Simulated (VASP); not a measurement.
# SnTe: QSGW0 quasiparticle levels with PBEsol

Crystal: SnTe.

```
Te Sn
1.0
     3.90470    0.00000    0.00000
     0.00000    3.90470    0.00000
     0.00000    0.00000    3.90470
Te Sn
1 1
Direct
  0.50000 0.50000 0.50000
  0.00000 0.00000 0.00000
```

Measurements of this composition are mostly on another form, of space group No. 225.

```
Program                         : VASP 6.6.1
Task                            : QSGW0 quasiparticle levels
Functional                      : PBEsol
Potentials or basis             : VASP PAW PBE potentials, release 64 (Te_GW, Sn_d_GW)
Cutoff                          : 450 eV
k mesh                          : 3 × 3 × 3
Occupations                     : gaussian, width 0.01 eV
Spin                            : no spin polarisation
Cutoff of the response function : 150
Frequency points                : 48
Empty bands                     : 145
GW scheme                       : QSGW0
GW iterations                   : 4
Further INCAR settings          : ALGO = QPGW0; EDIFF = 1e-08; NBANDS = 155
```

| Quantity | Value |
| --- | --- |
| Band gap on the k mesh, mean-field level | 0.53 eV, indirect (least direct gap 2.07 eV) |
| Quasiparticle gap | 0.79 eV |
| Least direct quasiparticle gap | 2.45 eV |

Levels at points of the mesh, in eV from the valence-band top:
```tsv
k point	band 7	band 8	band 9	band 10	band 11	band 12	band 13	band 14
(0.00, 0.00, 0.00)	-5.29	-1.62	-1.62	-1.62	3.61	3.61	5.39	5.39
```

Quasiparticle gap after each update of the energies (eV): 0.75, 0.75, 0.78, 0.79, 0.79

It took 7.5 min on 1 thread of Intel(R) Xeon(R) Platinum 8488C (Sapphire Rapids) (shared host), peak memory 0.62 GiB.

Caveat: the k mesh is coarse (spacing up to 0.54 Å⁻¹), so the values aren't converged; bands, screening cutoff and mesh are small and nothing is extrapolated, so the quasiparticle values aren't converged; spin-orbit coupling is left out, which moves the levels of the heavy elements; an odd mesh through Γ misses points on the zone boundary, where band edges often lie.
